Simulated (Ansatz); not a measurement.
## Br under changes of volume

One of the cells (33.988 Å³/atom); the others are scaled copies at fixed shape and fractional positions:

```
CELL_PARAMETERS angstrom
3.36325 -2.32255 0.00000
3.36325 2.32255 0.00000
0.00000 0.00000 8.70230
ATOMIC_POSITIONS crystal
Br 0.36510 0.63490 0.39010
Br 0.13490 0.86510 0.89010
Br 0.63490 0.36510 0.60990
Br 0.86510 0.13490 0.10990
```

* Program: Ansatz 0.2.0
* Functional: PBE
* Potentials or basis: Ansatz PAW
* Cutoff: 420 eV (not typed: the program's choice for these potentials)
* k mesh: 7 × 7 × 3
* Occupations: fermi-dirac, width 0.05 eV
* Spin: no spin polarisation

```csv
volume (Å³/atom),energy over the lowest point (meV/atom),pressure (GPa),gap on the mesh (eV),largest force (eV/Å)
31.949,?,?,?,?
32.629,33.78,3.2,2.03,1.369
33.308,21.64,2.5,1.97,1.110
33.988,12.49,1.8,1.90,0.870
34.668,6.01,1.2,1.84,0.648
35.348,1.93,0.7,1.78,0.443
36.028,0.00,0.2,1.72,0.258
```

Question: What does the run at 31.949 Å³/atom give?

Answer: Energy over the lowest point 49.24 meV/atom; pressure 4.1 GPa; gap on the mesh 2.10 eV; largest force 1.648 eV/Å.

Worked out: A Birch-Murnaghan fit of order 3 (a polynomial in V^(-2/3)) to the other rows has its minimum at 36.37 Å³/atom, just outside them, with B0 = V·E''(V) = 23 GPa and B' = 4.9 at fixed shape and positions, which overstates the stiffness. It gives 49.29 meV/atom at 31.949 Å³/atom, against the run's 49.24, and -dE/dV = 4.1 GPa, against 4.1. A straight line through the other rows of the gap, of slope -3.14 eV per unit of ln V, extrapolates to 2.10 eV, against the run's 2.10.

Energies are extrapolated to zero smearing.

Caveats: odd divisions of the mesh miss points on the zone boundary, where band edges often lie, so the gap on the mesh can be too wide; forces of over 1 eV/Å show positions far from the minimum, so gaps and moduli don't describe the material at rest (some runs).

A mesh can miss the band edges. Spin-orbit coupling on Br is left out.
